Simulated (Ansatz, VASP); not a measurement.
# Cross-check of ZnSe (ZnSe (F-43m)) between VASP and Ansatz, part 2 of 2

Aim: how closely do two programs agree when they are given the same cell, functional and k mesh? The cell is taken from a series of runs on this material, whose earlier steps may have relaxed, scaled, displaced or heated it; both programs get it as it stands.

VASP 6.6.1 and Ansatz 0.2.0.

So far: The starting structure; Ansatz: relaxation of cell and atoms, r2SCAN.

### Step 3. VASP: relaxation of cell and atoms, r2SCAN

Level of this step: r2SCAN; plane waves and PAW (Zn, Se) (VASP).

The same cell, functional and mesh now go to VASP, with its own data sets.

Lines of VASP's logs that name or quote its potential files are left out, and so is its time.

Contents of INCAR:

```
SYSTEM = ZnSe
PREC = Accurate
ENCUT = 550
EDIFF = 1E-07
NELM = 120
ISMEAR = 0
SIGMA = 0.01
LREAL = .FALSE.
ALGO = Normal
METAGGA = R2SCAN
LASPH = .TRUE.
NBANDS = 15
LORBIT = 11
LWAVE = .FALSE.
LCHARG = .FALSE.
ISIF = 3
IBRION = 2
NSW = 80
EDIFFG = -0.005
GGA_COMPAT = .FALSE.
NELMIN = 4
EFERMI = MIDGAP
LMIXTAU = .TRUE.
```

Contents of POSCAR:

```
ZnSe
1.0
    0.0000000000      2.8324420000      2.8324420000
    2.8324420000      0.0000000000      2.8324420000
    2.8324420000      2.8324420000      0.0000000000
Zn Se
1 1
Direct
    0.0000000000      0.0000000000      0.0000000000
    0.2500000000      0.2500000000      0.2500000000
```

Contents of KPOINTS:

```
Automatic mesh
0
Gamma
9 9 9
0 0 0
```

The projector-augmented-wave data sets are Zn and Se (PBE family, release 64).

The run is started by

```
mpirun -np 1 vasp_std
```

Numbers of over 12 decimals in the logs are rounded to 6 here.

Output:

```text
[banner, memory and clock lines left out]
running    1 mpi-ranks, on    1 nodes
 distrk:  each k-point on    1 cores,    1 groups
 distr:  one band on    1 cores,    1 groups

 POSCAR found type information on POSCAR ZnSe
 POSCAR found :  2 types and       2 ions
|                                                                             |
|               ----> ADVICE to this user running VASP <----                  |
|                                                                             |
|     You enforced a specific xc type in the INCAR file but a different       |
|     [... a line on the potential file left out ...]
|     I HOPE YOU KNOW WHAT YOU ARE DOING!                                     |
|                                                                             |

 LDA part: xc-table for (None), standard interpolation
 POSCAR, INCAR and KPOINTS ok, starting setup
 FFT: planning ... GRIDC
 FFT: planning ... GRID_SOFT
 FFT: planning ... GRID
 WAVECAR not read
 entering main loop
       N       E                     dE             d eps       ncg     rms          rms(c)
DAV:   1     0.712434502654E+02    0.71243E+02   -0.94630E+03  1050   0.147E+03
DAV:   2    -0.215354753524E+02   -0.92779E+02   -0.87063E+02  1169   0.277E+02
DAV:   3    -0.276388054179E+02   -0.61033E+01   -0.60768E+01  1260   0.699E+01
DAV:   4    -0.276887043115E+02   -0.49899E-01   -0.49893E-01  1246   0.672E+00
DAV:   5    -0.276889131609E+02   -0.20885E-03   -0.20885E-03  1316   0.396E-01    0.504E+00
DAV:   6    -0.248700540861E+02    0.28189E+01   -0.16165E+00  1155   0.365E+01    0.487E+00
DAV:   7    -0.248272272503E+02    0.42827E-01   -0.43869E-01  1092   0.121E+01    0.217E+00
DAV:   8    -0.248681883578E+02   -0.40961E-01   -0.15777E-01  1050   0.394E+00    0.588E-01
DAV:   9    -0.248427600494E+02    0.25428E-01   -0.15171E-01  1050   0.340E+00    0.258E-01
DAV:  10    -0.249077422672E+02   -0.64982E-01   -0.47885E-02  1050   0.190E+00    0.102E-01
DAV:  11    -0.249094676682E+02   -0.17254E-02   -0.15018E-03  1309   0.431E-01    0.633E-02
DAV:  12    -0.249090171546E+02    0.45051E-03   -0.39610E-04  1064   0.251E-01    0.270E-02
DAV:  13    -0.249094934051E+02   -0.47625E-03   -0.41517E-04  1064   0.215E-01    0.103E-02
DAV:  14    -0.249095210346E+02   -0.27630E-04   -0.38122E-05  1113   0.598E-02    0.468E-03
DAV:  15    -0.249095286093E+02   -0.75747E-05   -0.48231E-06  1601   0.455E-02    0.327E-03
DAV:  16    -0.249095304562E+02   -0.18469E-05   -0.13425E-06  1148   0.163E-02    0.280E-03
DAV:  17    -0.249095305716E+02   -0.11534E-06   -0.43692E-07  1078   0.110E-02    0.958E-04
DAV:  18    -0.249095303184E+02    0.25312E-06   -0.10688E-07   959   0.614E-03    0.333E-04
DAV:  19    -0.249095303077E+02    0.10781E-07   -0.30879E-08   595   0.193E-03
   1 F= -.24909530E+02 E0= -.24909530E+02  d E =-.249095E+02
 curvature:   0.00 expect dE= 0.000E+00 dE for cont linesearch  0.000E+00
 trial: gam= 0.00000 g(F)=  0.381E-46 g(S)=  0.683E-04 ort = 0.000E+00 (trialstep = 0.100E+01)
 search vector abs. value=  0.683E-04
 bond charge predicted
       N       E                     dE             d eps       ncg     rms          rms(c)
DAV:   1    -0.249104167509E+02   -0.88643E-03   -0.10479E-02  1281   0.209E+00    0.212E-01
DAV:   2    -0.249095684265E+02    0.84832E-03   -0.22047E-03  1288   0.127E+00    0.793E-02
DAV:   3    -0.249095033631E+02    0.65063E-04   -0.68081E-05  1099   0.776E-02    0.401E-02
DAV:   4    -0.249094865668E+02    0.16796E-04   -0.80691E-05  1127   0.889E-02    0.152E-02
DAV:   5    -0.249094997497E+02   -0.13183E-04   -0.11172E-05  1085   0.352E-02    0.112E-02
DAV:   6    -0.249095052027E+02   -0.54530E-05   -0.64882E-06  1411   0.270E-02    0.472E-03
DAV:   7    -0.249095060148E+02   -0.81209E-06   -0.22205E-06  1085   0.187E-02    0.144E-03
DAV:   8    -0.249095058896E+02    0.12520E-06   -0.47941E-07  1050   0.663E-03    0.621E-04
DAV:   9    -0.249095060471E+02   -0.15753E-06   -0.26324E-07  1084   0.586E-03    0.314E-04
DAV:  10    -0.249095062587E+02   -0.21157E-06   -0.13605E-08   595   0.132E-03    0.151E-04
DAV:  11    -0.249095062414E+02    0.17254E-07   -0.10926E-09   567   0.359E-04
   2 F= -.24909506E+02 E0= -.24909506E+02  d E =0.240662E-04
 trial-energy change:    0.000024  1 .order   -0.000021   -0.000068    0.000025
 step:   0.7297(harm=  0.7297)  dis= 0.00000  next Energy=   -24.909555 (dE=-0.249E-04)
 bond charge predicted
       N       E                     dE             d eps       ncg     rms          rms(c)
DAV:   1    -0.249095729657E+02   -0.66707E-04   -0.76404E-04  1260   0.564E-01    0.574E-02
DAV:   2    -0.249095362909E+02    0.36675E-04   -0.16253E-04  1295   0.348E-01    0.214E-02
DAV:   3    -0.249095279003E+02    0.83906E-05   -0.49210E-06  1078   0.209E-02    0.108E-02
DAV:   4    -0.249095237030E+02    0.41973E-05   -0.58537E-06  1127   0.244E-02    0.413E-03
DAV:   5    -0.249095236906E+02    0.12478E-07   -0.79140E-07  1071   0.945E-03
   3 F= -.24909524E+02 E0= -.24909524E+02  d E =0.661711E-05
 curvature:  -0.36 expect dE=-0.931E-06 dE for cont linesearch -0.931E-06
 trial: gam=-0.15593 g(F)=  0.110E-45 g(S)=  0.255E-05 ort = 0.132E-04 (trialstep = 0.946E+00)
 search vector abs. value=  0.954E-07
 reached required accuracy - stopping structural energy minimisation
```

Parts of OUTCAR (step 3):

```text
ion  position               nearest neighbor table
   1  0.000  0.000  0.000-   2 2.45   2 2.45   2 2.45   2 2.45
   2  0.250  0.250  0.250-   1 2.45   1 2.45   1 2.45   1 2.45

  LATTYP: Found a face centered cubic cell.
 ALAT       =     5.6648840000

 Subroutine GETGRP returns: Found 24 space group operations
 (whereof 24 operations were pure point group operations)

The static configuration has the point symmetry T_d .

 Found     35 irreducible k-points:

   k-points           NKPTS =     35   k-points in BZ     NKDIM =     35   number of bands    NBANDS=     15

   dimension x,y,z NGX =    32 NGY =   32 NGZ =   32
   dimension x,y,z NGXF=    64 NGYF=   64 NGZF=   64

   ENCUT  =  550.0 eV  40.42 Ry    6.36 a.u.   7.66  7.66  7.66*2*pi/ulx,y,z

   NELECT =      18.0000    total number of electrons

 k-points in reciprocal lattice and weights: Automatic mesh
   0.00000000  0.00000000  0.00000000       0.001
   0.11111111  0.00000000  0.00000000       0.011
   0.22222222  0.00000000  0.00000000       0.011
   0.33333333  0.00000000  0.00000000       0.011
   0.44444444  0.00000000  0.00000000       0.011
   0.11111111  0.11111111  0.00000000       0.008
   0.22222222  0.11111111  0.00000000       0.033
   0.33333333  0.11111111  0.00000000       0.033
   0.44444444  0.11111111  0.00000000       0.033
[...]
-0.33333333  0.44444444  0.11111111       0.033
  -0.33333333  0.44444444  0.22222222       0.033

 average (electrostatic) potential at core
       1 -42.6601       2 -60.4235

 E-fermi :   2.2293

 k-point     1 :       0.0000    0.0000    0.0000
  band No.  band energies     occupation
    ...
      5      -4.9890      2.00000
      6      -4.9890      2.00000
      7       1.2961      2.00000
      8       1.2961      2.00000
      9       1.2961      2.00000
     10       3.1626      0.00000
     11       7.6120      0.00000
     12       7.6120      0.00000
     13       7.6120      0.00000
     14      11.8856      0.00000
    ...

 k-point     2 :       0.1111    0.0000    0.0000
  band No.  band energies     occupation
    ...
      5      -4.9901      2.00000
      6      -4.9901      2.00000
      7       0.2403      2.00000
      8       1.1729      2.00000
      9       1.1729      2.00000
     10       3.9659      0.00000
     11       7.5315      0.00000
     12       7.8244      0.00000
     13       7.8244      0.00000
     14      12.6277      0.00000
    ...

 k-point     3 :       0.2222    0.0000    0.0000
  band No.  band energies     occupation
    ...
      5      -4.9899      2.00000
      6      -4.9899      2.00000
      7      -1.3532      2.00000
      8       0.8901      2.00000
      9       0.8901      2.00000
     10       4.5499      0.00000
     11       8.0877      0.00000
     12       8.1960      0.00000
     13       8.1960      0.00000
     14      12.2302      0.00000
    ...

  Total        0.0059375      0.0059375      0.0059375      0.0000000     -0.0000000     -0.0000000
  in kB        0.2089749      0.2089749      0.2089749      0.0000000     -0.0000000     -0.0000000
  external PRESSURE =       0.2089749 kB  Pullay stress =       0.0000000 kB

  energy-cutoff  :      550.00
  volume of cell :       45.52
      direct lattice vectors                 reciprocal lattice vectors
    -0.000000000  2.833973421  2.833973421    -0.176430730  0.176430730  0.176430730
     2.833973421 -0.000000000  2.833973421     0.176430730 -0.176430730  0.176430730
     2.833973421  2.833973421 -0.000000000     0.176430730  0.176430730 -0.176430730

 POSITION                                       TOTAL-FORCE (eV/Angst)
 -----------------------------------------------------------------------------------
      0.00000      0.00000      0.00000        -0.000000     -0.000000     -0.000000
      1.41699      1.41699      1.41699         0.000000      0.000000      0.000000
 -----------------------------------------------------------------------------------
    total drift:                                0.000000      0.000000      0.000000

  FREE ENERGIE OF THE ION-ELECTRON SYSTEM (eV)
  ---------------------------------------------------
  free  energy   TOTEN  =       -24.9095236906 eV

  energy  without entropy=      -24.9095236906  energy(sigma->0) =      -24.90952369

 reached required accuracy - stopping structural energy minimisation

 total charge
# of ion       s       p       d       tot
------------------------------------------
    1        0.511   0.443   9.803  10.757
    2        1.431   2.483   0.030   3.943
--------------------------------------------------
tot          1.942   2.926   9.833  14.701

[... 3 further parts left out ...]
```

CONTCAR:

```
ZnSe
   1.00000000000000
    -0.0000000000000000    2.8339734212011880    2.8339734212011880
     2.8339734212011880   -0.0000000000000000    2.8339734212011880
     2.8339734212011880    2.8339734212011880   -0.0000000000000000
  Zn              Se
     1     1
Direct
     0.0000000000000000    0.0000000000000000    0.0000000000000000
     0.2500000000000000    0.2500000000000000    0.2500000000000000
```

The run keeps the 24 symmetry operations of its start, so it cannot find a distortion of lower symmetry.

### Step 4. Side by side

Known differences besides the potentials themselves: VASP keeps PBE cores, Ansatz makes them for the functional; fixed occupations in Ansatz, narrow Gaussian smearing in VASP; the data sets hold 28 valence electrons in Ansatz (on its PAW soft_1 files) and 18 in VASP; the cutoff is 500 eV in Ansatz and 550 eV in VASP; Ansatz adds a Pulay correction to the stress that steers its cell, VASP none. Total energies have different zeros and are not compared.

Both answers:

| quantity | Ansatz | VASP | difference |
| --- | --- | --- | --- |
| volume (Å³) | 45.45 | 45.52 | -0.16 % |
| edge a after relaxation, in the typed setting (Å) | 4.006 | 4.008 | -0.05 % |

### Step 5. Results

```json
{
 "difference in volume (relaxation of cell and atoms, r2SCAN)": "-0.16 %"
}
```

**Reading.** The difference in volume is -0.16 % (relaxation of cell and atoms, r2SCAN), within the 1.2 % picked in this series as the mark of a large difference, as far as the stopping tolerances let one tell. The data sets hold unlike numbers of valence electrons (28 in Ansatz and 18 in VASP), so part of the differences comes from the potentials. How closely two codes agree says nothing of how well the functional describes the real material.

[Lines on the potential files, build, host, timing and source positions are cut from VASP's logs without a mark.]

[Logs are printed without paths, hosts, clocks, repeated set-up lines and the standing remarks that a program may print on its own settings, such as how far it seeks lower states.]

[Hosts, paths, dates, database ids (printed as entryN), source tags and the programs' standing remarks are cut or masked in the printed files.]
